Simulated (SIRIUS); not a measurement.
MgTe in SIRIUS: convergence with density tolerance

Input of the first run (density tolerance 0.01); the others differ in this setting and in those tied to it:

File sirius.json:

```json
{
  "control": {
    "processing_unit": "cpu",
    "std_evp_solver_name": "lapack",
    "gen_evp_solver_name": "lapack",
    "verbosity": 2,
    "print_forces": true,
    "ortho_rf": true,
    "use_second_variation": true,
    "rmt_max": 3.0,
    "num_bands_to_print": 24,
    "save_wf": true
  },
  "parameters": {
    "electronic_structure_method": "full_potential_lapwlo",
    "xc_functionals": ["XC_GGA_X_PBE", "XC_GGA_C_PBE"],
    "core_relativity": "dirac",
    "valence_relativity": "iora",
    "num_fv_states": 24,
    "smearing": "fermi_dirac",
    "smearing_width": 0.0018374661,
    "pw_cutoff": 20,
    "gk_cutoff": 3.41,
    "lmax_apw": 10,
    "lmax_rho": 8,
    "lmax_pot": 8,
    "num_mag_dims": 0,
    "auto_rmt": 0,
    "ngridk": [7, 7, 7],
    "shiftk": [0, 0, 0],
    "num_dft_iter": 80,
    "energy_tol": 0.01,
    "density_tol": 0.01,
    "use_symmetry": true
  },
  "settings": {"tol_ne": 1e-10},
  "iterative_solver": {"type": "exact"},
  "mixer": {"type": "anderson", "beta": 0.5, "max_history": 8},
  "unit_cell": {
    "lattice_vectors": [[0.0, 6.1075926123, 6.1075926123], [6.1075926123, 0.0, 6.1075926123], [6.1075926123, 6.1075926123, 0.0]],
    "atom_types": ["Mg", "Te"],
    "atom_files": {"Mg": "Mg.json", "Te": "Te.json"},
    "atoms": {"Mg": [[0.0, 0.0, 0.0]], "Te": [[0.25, 0.25, 0.25]]}
  }
}
```

The input Mg.json:

```json
{
  "name": "magnesium",
  "symbol": "Mg",
  "number": 12,
  "mass": 24.305,
  "rmin": 1e-06,
  "rmt": 2.29,
  "nrmt": 800,
  "rinf": 17.32,
  "core": "1s",
  "valence": [
    {"basis": [{"enu": -0.12, "dme": 0, "n": 0, "auto": 0}, {"enu": -0.12, "dme": 1, "n": 0, "auto": 0}]},
    {"l": 0, "n": 1, "basis": [{"enu": -0.02, "dme": 0, "n": 0, "auto": 0}]},
    {"l": 1, "n": 2, "basis": [{"enu": -0.02, "dme": 0, "n": 0, "auto": 0}]},
    {"l": 2, "n": 3, "basis": [{"enu": -0.02, "dme": 0, "n": 0, "auto": 0}]},
    {"l": 3, "n": 4, "basis": [{"enu": -0.02, "dme": 0, "n": 0, "auto": 0}]}
  ],
  "lo": [
    {"l": 0, "basis": [{"enu": -0.02, "dme": 0, "n": 0, "auto": 0}, {"enu": -0.02, "dme": 1, "n": 0, "auto": 0}]},
    {
      "l": 0,
      "basis": [{"enu": -2.7561, "dme": 0, "n": 2, "auto": 1}, {"enu": -2.7561, "dme": 1, "n": 2, "auto": 1}]
    },
    {
      "l": 0,
      "basis": [{"enu": -2.7561, "dme": 1, "n": 2, "auto": 1}, {"enu": -0.02, "dme": 0, "n": 0, "auto": 0}]
    },
    {"l": 0, "basis": [{"enu": -0.02, "dme": 0, "n": 0, "auto": 0}, {"enu": 3.031, "dme": 0, "n": 0, "auto": 0}]},
    {"l": 1, "basis": [{"enu": -0.02, "dme": 0, "n": 0, "auto": 0}, {"enu": -0.02, "dme": 1, "n": 0, "auto": 0}]},
    {
      "l": 1,
      "basis": [{"enu": -1.5616, "dme": 0, "n": 2, "auto": 1}, {"enu": -1.5616, "dme": 1, "n": 2, "auto": 1}]
    },
    {
      "l": 1,
      "basis": [{"enu": -1.5616, "dme": 1, "n": 2, "auto": 1}, {"enu": -0.02, "dme": 0, "n": 0, "auto": 0}]
    },
    {
      "l": 1,
      "basis": [{"enu": -0.02, "dme": 0, "n": 0, "auto": 0}, {"enu": 3.4887, "dme": 0, "n": 0, "auto": 0}]
    },
    {"l": 2, "basis": [{"enu": -0.02, "dme": 0, "n": 0, "auto": 0}, {"enu": -0.02, "dme": 1, "n": 0, "auto": 0}]},
    {"l": 2, "basis": [{"enu": -0.02, "dme": 1, "n": 0, "auto": 0}, {"enu": -0.02, "dme": 2, "n": 0, "auto": 0}]},
    {
      "l": 2,
      "basis": [{"enu": -0.02, "dme": 0, "n": 0, "auto": 0}, {"enu": 2.9548, "dme": 0, "n": 0, "auto": 0}]
    },
    {"l": 3, "basis": [{"enu": -0.02, "dme": 0, "n": 0, "auto": 0}, {"enu": -0.02, "dme": 1, "n": 0, "auto": 0}]}
  ],
  "free_atom": [... radial grid and density of the free atom, the start of the SCF ...]
}
```

Te.json

```json
{
  "name": "tellurium",
  "symbol": "Te",
  "number": 52,
  "mass": 127.6,
  "rmin": 1e-06,
  "rmt": 2.54,
  "nrmt": 800,
  "rinf": 14.28,
  "core": "1s2s2p3s3p3d",
  "valence": [
    {"basis": [{"enu": -0.12, "dme": 0, "n": 0, "auto": 0}, {"enu": -0.12, "dme": 1, "n": 0, "auto": 0}]},
    {"l": 0, "n": 1, "basis": [{"enu": -0.1391, "dme": 0, "n": 0, "auto": 0}]},
    {"l": 1, "n": 2, "basis": [{"enu": -0.02, "dme": 0, "n": 0, "auto": 0}]},
    {"l": 2, "n": 3, "basis": [{"enu": -0.02, "dme": 0, "n": 0, "auto": 0}]},
    {"l": 3, "n": 4, "basis": [{"enu": -0.02, "dme": 0, "n": 0, "auto": 0}]}
  ],
  "lo": [
    {
      "l": 0,
      "basis": [{"enu": -0.1391, "dme": 0, "n": 0, "auto": 0}, {"enu": -0.1391, "dme": 1, "n": 0, "auto": 0}]
    },
    {
      "l": 0,
      "basis": [{"enu": -5.8039, "dme": 0, "n": 4, "auto": 1}, {"enu": -5.8039, "dme": 1, "n": 4, "auto": 1}]
    },
    {
      "l": 0,
      "basis": [{"enu": -5.8039, "dme": 1, "n": 4, "auto": 1}, {"enu": -0.1391, "dme": 0, "n": 0, "auto": 0}]
    },
    {
      "l": 0,
      "basis": [{"enu": -0.1391, "dme": 0, "n": 0, "auto": 0}, {"enu": 2.3409, "dme": 0, "n": 0, "auto": 0}]
    },
    {"l": 1, "basis": [{"enu": -0.02, "dme": 0, "n": 0, "auto": 0}, {"enu": -0.02, "dme": 1, "n": 0, "auto": 0}]},
    {
      "l": 1,
      "basis": [{"enu": -3.986, "dme": 0, "n": 4, "auto": 1}, {"enu": -3.986, "dme": 1, "n": 4, "auto": 1}]
    },
    {
      "l": 1,
      "basis": [{"enu": -3.986, "dme": 1, "n": 4, "auto": 1}, {"enu": -0.02, "dme": 0, "n": 0, "auto": 0}]
    },
    {"l": 1, "basis": [{"enu": -0.02, "dme": 0, "n": 0, "auto": 0}, {"enu": 2.832, "dme": 0, "n": 0, "auto": 0}]},
    {"l": 2, "basis": [{"enu": -0.02, "dme": 0, "n": 0, "auto": 0}, {"enu": -0.02, "dme": 1, "n": 0, "auto": 0}]},
    {
      "l": 2,
      "basis": [{"enu": -1.3302, "dme": 0, "n": 4, "auto": 1}, {"enu": -1.3302, "dme": 1, "n": 4, "auto": 1}]
    },
    {
      "l": 2,
      "basis": [{"enu": -1.3302, "dme": 1, "n": 4, "auto": 1}, {"enu": -0.02, "dme": 0, "n": 0, "auto": 0}]
    },
    {"l": 2, "basis": [{"enu": -0.02, "dme": 0, "n": 0, "auto": 0}, {"enu": 3.204, "dme": 0, "n": 0, "auto": 0}]},
    {"l": 3, "basis": [{"enu": -0.02, "dme": 0, "n": 0, "auto": 0}, {"enu": -0.02, "dme": 1, "n": 0, "auto": 0}]},
    {"l": 3, "basis": [{"enu": -0.02, "dme": 0, "n": 0, "auto": 0}, {"enu": 2.677, "dme": 0, "n": 0, "auto": 0}]}
  ],
  "free_atom": [... radial grid and density of the free atom, the start of the SCF ...]
}
```

sirius_start.json

```json
{
  "control": {
    "processing_unit": "cpu",
    "std_evp_solver_name": "lapack",
    "gen_evp_solver_name": "lapack",
    "verbosity": 1,
    "print_forces": false,
    "ortho_rf": true,
    "use_second_variation": true,
    "rmt_max": 3.0,
    "num_bands_to_print": 24,
    "save_wf": false
  },
  "parameters": {
    "electronic_structure_method": "full_potential_lapwlo",
    "xc_functionals": ["XC_LDA_X", "XC_LDA_C_PW"],
    "core_relativity": "dirac",
    "valence_relativity": "iora",
    "num_fv_states": 24,
    "smearing": "fermi_dirac",
    "smearing_width": 0.0055123983,
    "pw_cutoff": 20,
    "gk_cutoff": 2.72,
    "lmax_apw": 10,
    "lmax_rho": 8,
    "lmax_pot": 8,
    "num_mag_dims": 0,
    "auto_rmt": 0,
    "ngridk": [3, 3, 3],
    "shiftk": [0, 0, 0],
    "num_dft_iter": 30,
    "energy_tol": 0.01,
    "density_tol": 0.05,
    "use_symmetry": true
  },
  "settings": {"tol_ne": 1e-10},
  "iterative_solver": {"type": "exact"},
  "mixer": {"type": "anderson", "beta": 0.5, "max_history": 8},
  "unit_cell": {
    "lattice_vectors": [[0.0, 6.1075926123, 6.1075926123], [6.1075926123, 0.0, 6.1075926123], [6.1075926123, 6.1075926123, 0.0]],
    "atom_types": ["Mg", "Te"],
    "atom_files": {"Mg": "Mg.json", "Te": "Te.json"},
    "atoms": {"Mg": [[0.0, 0.0, 0.0]], "Te": [[0.25, 0.25, 0.25]]}
  }
}
```

Potentials or basis: all-electron FP-LAPW, apw+lo standard.

Run with:

```sh
$ OMP_NUM_THREADS=1 sirius.scf --input=sirius_start.json --output=start.json
$ OMP_NUM_THREADS=1 sirius.scf --input=sirius.json --output=output.json --task=1
```

The cell comes from a database or a generator and needn't be the stable form of this composition.

Hardware: 1 thread of Intel(R) Xeon(R) 6975P-C (Granite Rapids) (shared host).

| density tolerance | energy less the tightest run, at zero smearing (meV/atom) | SCF cycles | CPU time (s) | peak memory (GiB) |
| --- | --- | --- | --- | --- |
| 0.01 | 0.25 | 3 | 21 | 0.5 |
| 0.001 | 0.00 | 4 | 24 | 0.5 |
| 0.0001 | 0.00 | 6 | 30 | 0.5 |
| 1e-05 | 0.00 | 7 | 33 | 0.5 |
| 1e-06 | 0.00 | 8 | 37 | 0.51 |
| 1e-07 | 0.00 | 9 | 41 | 0.51 |

Against the tightest run, the energy stays within 1 meV/atom from 0.01 on. The tightest run that finished is the yardstick and may itself not be fully converged.
